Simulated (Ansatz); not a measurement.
**What strain does to SnO2 (2H monolayer)**

SnO2 as a 2H monolayer, relaxed with r2SCAN in Ansatz 0.2.0. In-plane lattice: a = 3.062 Å, b = 3.062 Å, γ = 120.0°; thickness between the outer nuclei 2.42 Å. Sn is surrounded by 6 O at 2.14 Å; O is surrounded by 3 Sn at 2.14 Å.

The axes x, y and z are those of this cell:
```
CELL_PARAMETERS angstrom
3.06210 0.00000 0.00000
-1.53105 2.65186 0.00000
0.00000 0.00000 28.88642
ATOMIC_POSITIONS crystal
Sn 0.33333 0.66667 0.31157
O 0.66667 0.33333 0.35337
O 0.66667 0.33333 0.26976
```
Two periodic directions, a and b.

Unstrained: With PBE the valence top lies at K and the conduction bottom at Γ, 0.672 eV higher; the smallest vertical gap, at Γ, is 1.391 eV. r2SCAN gives an indirect gap of 1.044 eV, from K to Γ; the least direct gap is 1.768 eV at Γ. The HSE06 gap is indirect, 1.975 eV (K to Γ), below the direct gap of 2.717 eV at Γ. Meshes: PBE 12×12×1, r2SCAN 12×12×1, HSE06 6×6×1. Strains are changes of length per length. After each strain the atoms were relaxed again with r2SCAN within the symmetry that the strain leaves, so tilts or polar shifts that break it weren't tested; points keep the names that they have in the unstrained zone. (Calculated; spin-unpolarised; the phase may be known or hypothetical.)

Changes of the least gap in eV (an overlap counts as a negative gap):
```csv
strain,area change (%),space group,PBE,r2SCAN,HSE06,"energy rise, r2SCAN (meV/atom)"
uniaxial +0.5 % along y,+0.5,–,-0.034,-0.037,-0.039,0.4
in-plane biaxial -1.0 %,-2.0,–,+0.140,+0.151,+0.159,4.1
uniaxial -2.0 % along x,-2.0,–,+0.136,+0.147,+0.154,6.2
in-plane biaxial -4.0 %,-7.8,–,+0.572,+0.612,+0.638,70.3
```

Uniaxial +0.5 % along y, other directions held. HSE06: the gap goes from 1.975 to 1.936 eV (-0.039 eV). Stress change with r2SCAN, compression positive: xx -0.29, yy -0.88 N/m.

In-plane biaxial -1.0 %. HSE06: the gap goes from 1.975 to 2.134 eV (+0.159 eV). Stress change with r2SCAN, compression positive: xx +2.47, yy +2.47 N/m. For HSE06, dE_g/d ln A = -7.9 eV over this step.

Uniaxial -2.0 % along x, other directions held. HSE06: the gap goes from 1.975 to 2.129 eV (+0.154 eV); the edges go from K → Γ to (0.344, 0.323, 0) → Γ. Stress change with r2SCAN, compression positive: xx +3.72, yy +1.25 N/m.

In-plane biaxial -4.0 %. HSE06: the gap goes from 1.975 to 2.613 eV (+0.638 eV). Stress change with r2SCAN, compression positive: xx +11.32, yy +11.32 N/m. For HSE06, dE_g/d ln A = -7.8 eV over this step.

Spin-orbit coupling is left out, which matters wherever the heavy atoms make up the band edges.

Where an edge lies off the special points, it is a point of the mesh or the k point where a search put PBE's edge or least direct gap, reused for the other functionals, whose own edges may lie a little apart.

Coordinates of k points refer to the reciprocal vectors of the primitive cell of the runs.

The meshes of the hybrids are coarse, so their gaps aren't converged to the digits shown.

For some runs the program warns that the potential is rough where the density is thin, which bears on empty states near the vacuum.
